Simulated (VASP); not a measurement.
Na: single point with PBE

Na:

```xyz
1
Lattice="-2.0576 2.1436 2.1993 2.1081 -2.0831 2.1894 2.0920 2.1175 -2.1388" Properties=species:S:1:pos:R:3 pbc="T T T"
Na   -0.0089   -0.0136    0.0080
```

```
Program                : VASP 6.6.1
Task                   : single point
Functional             : PBE
Potentials or basis    : VASP PAW PBE potentials, release 64 (Na_pv)
Cutoff                 : 520 eV
k mesh                 : 8 × 8 × 8
Occupations            : methfessel-paxton, width 0.1 eV
Spin                   : no spin polarisation
Dipole correction      : no
Further INCAR settings : ALGO = Fast; EDIFF = 1e-06; NBANDS = 10
```

- Pressure: -0.5 GPa
- Band gap on the k mesh: none (metal or under the smearing width)

Stress tensor (GPa, compression positive):
```
-0.58 -0.09 -0.07
-0.09 -0.59 -0.04
-0.07 -0.04 -0.31
```

Levels at points of the mesh, in eV from the Fermi level:
```
           k point  band 1  band 2  band 3  band 4  band 5  band 6  band 7
(0.00, 0.00, 0.00)  -24.99  -24.99  -24.99   -3.20   10.92   11.19   11.68
(0.50, 0.00, 0.00)  -25.02  -25.00  -24.99    0.54    0.90    8.25    9.09
(0.00, 0.50, 0.00)  -25.02  -25.00  -24.99    0.61    0.99    8.06    8.87
(0.50, 0.50, 0.00)  -25.02  -25.00  -24.99    0.85    1.30    7.54    8.03
(0.00, 0.00, 0.50)  -25.02  -25.00  -24.99    0.73    1.15    7.69    8.52
(0.50, 0.00, 0.50)  -25.02  -25.00  -24.99    0.77    1.20    7.89    8.41
(0.00, 0.50, 0.50)  -25.02  -25.00  -24.99    0.73    1.15    8.07    8.61
(0.50, 0.50, 0.50)  -25.02  -25.01  -25.01    4.21    4.27    4.54    4.75
```

Run time: 50 s on 1 thread of AMD EPYC 7R13 Processor (Zen 3), with other jobs on the host, peak memory 0.18 GiB.
